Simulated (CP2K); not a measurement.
The system is BAs.

```
As B
1.0
     3.37785    0.00000    0.00000
     1.68892    2.92530    0.00000
     1.68892    0.97510    2.75800
As B
1 1
Direct
  0.75000 0.75000 0.75000
  0.00000 0.00000 0.00000
```

Program: CP2K 2026.2. Alike in all runs: task atomic charges; potentials or basis POTENTIAL_UZH As GTH-PBE-q5, B GTH-PBE-q3; TZVP-MOLOPT-PBE-GTH basis; no spin polarisation; cell as given; k mesh 10 × 10 × 10; smearing fermi-dirac 0.05 eV.

Question: Order these runs on this cell by their band gap on the k mesh, lowest first.
A. level BLYP
B. level MS2
C. level AM05

Answer: C (1.08 eV), A (1.47 eV), B (1.78 eV).

Caveats: the basis of atomic orbitals isn't converged, which shifts pressures, moduli and gaps.

A k mesh can miss the band edges.
